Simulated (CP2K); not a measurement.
Crystal: TiAl.

```
Ti Al
1.0
     2.86726    0.00000    0.00000
    -1.43363    2.48312    0.00000
     0.00000    0.00000    4.67808
Ti Al
1 1
Direct
  0.00000 0.00000 0.00000
  0.33333 0.66667 0.50000
```

The cell comes from a database or a generator and needn't be the stable form of this composition.

| Quantity | Value |
| --- | --- |
| Program | CP2K 2026.2 |
| Task | single point |
| Functional | PBE |
| Potentials or basis | POTENTIAL_UZH Ti GTH-PBE-q12, Al GTH-PBE-q3; TZVP-MOLOPT-PBE-GTH basis |
| Density cutoff | 6123 eV |
| k mesh | 11 × 11 × 6 |
| Occupations | fermi-dirac, width 0.05 eV |
| Spin | no spin polarisation |

On this cell: pressure 0.3 GPa; largest force under 0.003 eV/Å; band gap on the k mesh none (metal or under the smearing width).

The same run follows on a disturbed copy (atoms moved at random, drawn with an rms of 0.05 Å):

```
CELL_PARAMETERS angstrom
2.86726 0.00000 0.00000
-1.43363 2.48312 0.00000
0.00000 0.00000 4.67808
ATOMIC_POSITIONS crystal
Ti 0.99025 0.00486 0.01131
Al 0.34812 0.66269 0.51633
```

What does the disturbed cell give?

The energy (extrapolated to zero smearing) moves by +4.4 meV/atom; pressure 0.4 GPa; largest force 0.245 eV/Å; band gap on the k mesh none (metal or under the smearing width).

Forces on the atoms (eV/Å):
```
Ti   0.147 -0.024  0.194
Al  -0.147  0.025 -0.164
```

Stress tensor (GPa, compression positive):
```
 0.33  1.33  0.07
 1.33  1.09 -0.01
 0.07 -0.01 -0.30
```

The forces don't sum to zero, so they hold noise of the program's grid.

Caveats: the basis of atomic orbitals isn't converged, which shifts pressures, moduli and gaps.
